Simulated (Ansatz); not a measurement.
# S: course of a relaxation

The calculation used DFT PBEsol, scalar-relativistic, plane waves, PAW (Ansatz 0.2.0). (420 eV cutoff, 16×16×16 k-mesh, Gaussian smearing of 0.10 eV, no spin polarisation)

What was changed in P: P → S on all its sites, cell and atoms relaxed.

Command:

```bash
ansatz run input.yaml --threads 1 --pin off --max-ram 2560MiB --backend cpu --events-out ev --progress --plain --runs-dir out
```

Input:

```yaml
crystal:
  lattice:
    - [2.548323235, 0.0, 0.0]
    - [0.0, 2.548323235, 0.0]
    - [0.0, 0.0, 2.5487870991]
  atoms:
    - { symbol: S, position: [0.0, 0.0, 0.0] }
basis:
  ecutwfc: 420
kpoints:
  mp_grid: { grid: [16, 16, 16] }
hamiltonian:
  xc: pbesol
scf:
  occupations: { method: gaussian, width: 0.1 }
output:
  forces: true
  stress: true
  eigenvalues: true
relax:
  adjacent_minimum: "off"
  f_tol: 0.01
  max_steps: 60
  cell: { stress_tol: 0.1 }
```

F is the free energy. Steps run on the plane waves of an earlier cell, but the last one, and at times one on the way, on a freshly chosen basis, so a repeated geometry can differ a little in energy.

Steps:

| step | F − F(1) (eV) | largest force component (eV/Å) | V (Å³/atom) | P (GPa) |
| --- | --- | --- | --- | --- |
| 1 | 0.0000 | 0.000 | 16.552 | -1.04 |
| 2 | -0.0006 | 0.000 | 16.409 | -0.21 |
| 3 | -0.0006 | 0.000 | 16.372 | 0.00 |
| 4 | -0.0006 | 0.000 | 16.372 | 0.00 |

Relaxed structure:

```xyz
1
Lattice="2.5392 0.0000 0.0000 0.0000 2.5392 0.0000 0.0000 0.0000 2.5393" Properties=species:S:1:pos:R:3 pbc="T T T"
S     0.0000    0.0000    0.0000
```

The structure is cubic, space group Pm-3m (No. 221). Conventional cell: a = 2.539 Å, b = 2.539 Å, c = 2.539 Å, α = 90.00°, β = 90.00°, γ = 90.00°. S (site symmetry m-3m) has 6 S at 2.54 Å as nearest neighbours.

The run converged. The run took 14 s on 1 thread of Intel(R) Xeon(R) Processor @ 2.70GHz, on a shared host, peak memory 0.37 GiB.